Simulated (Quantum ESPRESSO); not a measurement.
Runs of Quantum ESPRESSO 7.5 on WC. The structure is cubic, space group Fm-3m (No. 225). Conventional cell: a = 4.385 Å, b = 4.385 Å, c = 4.385 Å, α = 90.00°, β = 90.00°, γ = 90.00°. Around W (site symmetry m-3m) lie 6 C at 2.19 Å. C (site symmetry m-3m) has 6 W at 2.19 Å as nearest neighbours. Measurements of this composition are mostly on another form, of space group No. 187.

```csv
task,level,potentials or basis,cell,k mesh,smearing,form of the LDA correlation,gap on the mesh (eV),pressure (GPa)
phonons,LDA,GBRV 1.5 LDA,relaxed,7 × 7 × 7,cold 0.2 eV,PZ81,none,0.0
phonons,PBEsol,GBRV 1.5 PBEsol,relaxed,10 × 10 × 10,cold 0.2 eV,-,none,0.0
single point,PBEsol,GBRV 1.5 PBEsol,as given,10 × 10 × 10,fermi-dirac 0.05 eV,-,none,(a)
band structure,LDA,GBRV 1.5 LDA,as given,10 × 10 × 10,fermi-dirac 0.05 eV,PZ81,none,-15.1
phonons,LDA,GBRV 1.5 LDA,relaxed,10 × 10 × 10,cold 0.272 eV,PZ81,none,0.0
phonons,PBEsol,GBRV 1.5 PBEsol,relaxed,7 × 7 × 7,cold 0.2 eV,-,none,0.0
phonons,LDA,GBRV 1.5 LDA,relaxed,10 × 10 × 10,cold 0.2 eV,PZ81,none,0.0
```

Alike in all rows: no spin polarisation; cutoff (eV) 762.

Estimate the missing entries.

(a) -9.5.

Caveats: the mesh is thin for the phonons of a metal (some runs); so large a pressure means that the cell lies far from this level's equilibrium, or that cutoff or potentials fall short (some runs).

A k mesh can miss the band edges, and the runs leave out spin-orbit coupling on W.

A gap of «none» marks a metal or a gap under the smearing width.

Not every run made on this cell is shown here.
